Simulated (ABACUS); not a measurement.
Crystal: FeO (Wuestite).

```
Fe O
1.0
     0.00000    2.15540    2.15540
     2.15540    0.00000    2.15540
     2.15540    2.15540    0.00000
Fe O
1 1
Direct
  0.00000 0.00000 0.00000
  0.50000 0.50000 0.50000
```

| Item | Value |
| --- | --- |
| Program | ABACUS 3.10.1 |
| Task | single point |
| Functional | PBEsol |
| Potentials or basis | PseudoDojo NC SR 0.4.1 PBEsol standard |
| Cutoff | 1225 eV |
| Density cutoff | 4898 eV |
| Basis | plane waves |
| k mesh | 11 × 11 × 11 |
| Occupations | fermi-dirac, width 0.05 eV |
| Spin | collinear spin, ferromagnetic start |
| Starting moments | [3.0, 0.0] μB |

On this cell: pressure -9.2 GPa; largest force zero by symmetry; net moment 4.00 μB per cell; band gap on the k mesh none (metal or under the smearing width).

The same run follows on a disturbed copy (atoms moved at random, drawn with an rms of 0.05 Å):

```
Fe O
1.0
     0.00000    2.15540    2.15540
     2.15540    0.00000    2.15540
     2.15540    2.15540    0.00000
Fe O
1 1
Direct
  0.01050 0.99977 0.02106
  0.51406 0.51299 0.49061
```

What does the disturbed cell give?

The energy (extrapolated to zero smearing) moves by +3.7 meV/atom; pressure -8.7 GPa; largest force 0.193 eV/Å; net moment 4.00 μB per cell; band gap on the k mesh none (metal or under the smearing width).

Forces on the atoms (eV/Å):
```
Fe  -0.091 -0.146  0.088
O    0.091  0.146 -0.088
```

Stress tensor (GPa, compression positive):
```
-8.91 -0.14  0.09
-0.14 -8.38  0.14
 0.09  0.14 -8.93
```

Caveats: a cell with one magnetic atom can't hold antiferromagnetic order, which such compounds often take; semilocal functionals often make such compounds metallic where correlation or magnetic order opens a gap, which also shifts bond lengths.
